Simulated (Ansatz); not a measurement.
# Gap against volume in Pnnm (COD entry) AlH3, size series (192 atoms)

The cell holds 192 atoms: 48 Al and 144 H. Its edges and angles: a = 10.811 Å, b = 14.715 Å, c = 11.562 Å, α = 90.0°, β = 90.0°, γ = 90.0°. It derives from AlH3 (Pnnm, COD entry), repeated 2×2×2. The starting structure: Pnnm (COD entry) AlH3 (cell 5.381, 7.356, 5.775, 90, 90, 90), 2 x 2 x 2 conventional cells; ideal positions.

Calculated with Ansatz 0.2.0: Kohn-Sham DFT, PBEsol, PAW (set soft_2), plane waves; cutoff 420 eV, Γ point, fermi-dirac smearing of 0.025 eV. The relaxed cell was scaled evenly and the atoms were relaxed at each volume. The gap is that between the highest filled and the lowest empty Kohn-Sham level on the run's k-points.

```
volume (Å³/atom)  gap (eV)
          8.6221               3.461
          9.0053               3.364
          9.2927               3.284
          9.5801               3.184
          9.8675                   ?
          10.155               3.010
```

**Question.** Fit a straight line in ln V to the rows given and interpolate to the withheld row.

Worked fit:

A volume deformation potential makes the spacing linear in u = ln(V/V0), with V0 = 9.5801 Å³ the relaxed volume; v is the spacing.

```
u = ln(V/V0)  v (eV)
   -0.105361  3.4614
  -0.0618756   3.364
  -0.0304595  3.2845
           0  3.1844
   0.0582690  3.0101
```

With n = 5: mean u = -0.0278854, mean v = 3.26088, Σ(u − ū)² = 0.015365, Σ(u − ū)(v − v̄) = -0.042840. Slope b = -0.042840 / 0.015365 = -2.7882; intercept a = v̄ − b ū = 3.1831.

At the withheld volume u = 0.02956, and v = a + b u.

Prediction at 9.8675: 3.101 eV. The run gave 3.089 eV, so the fit is high by 0.012 eV (0.39 % of the value).

The slope, -2.79 eV, says that the spacing narrows on expansion. Among the rows given, the largest miss of the fit is at 9.2927, by 0.016 eV (3.6 % of the range of the table).

Limits: The table spans 16 % in volume, wide for a linear law. Semilocal functionals tend to put gaps under measured ones. Only the Γ point is sampled. The mesh needn't hold the band edges.

[Logs are printed without paths, hosts, clocks, repeated set-up lines and the standing remarks that a program may print on its own settings, such as how far it seeks lower states.]

[Hosts, paths, dates, database ids (printed as entryN), source tags and the programs' standing remarks are cut or masked in the printed files.]
